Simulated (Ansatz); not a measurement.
Crystal: Mo.

```xyz
1
Lattice="-1.5838 1.5838 1.5838 1.5838 -1.5838 1.5838 1.5838 1.5838 -1.5838" Properties=species:S:1:pos:R:3 pbc="T T T"
Mo    0.0000    0.0000    0.0000
```

Base run:

```yaml
Program: Ansatz 0.2.0
Functional: PBE
Potentials_or_basis: all-electron LAPW, scalar-relativistic
Cutoff: 249 eV (chosen from the basis error)
Basis_error_allowed: 0.001 eV/atom
k_mesh: 12 × 12 × 12
Occupations: gaussian, width 0.013 eV
Spin: no spin polarisation
```

Its results: pressure -1.9 GPa.

Question: The run is repeated on the same cell with these changes: functional from PBE to revPBE; occupations from gaussian, width 0.013 eV to fermi-dirac, width 0.05 eV. What comes out?

Answer: Pressure 0.6 GPa.
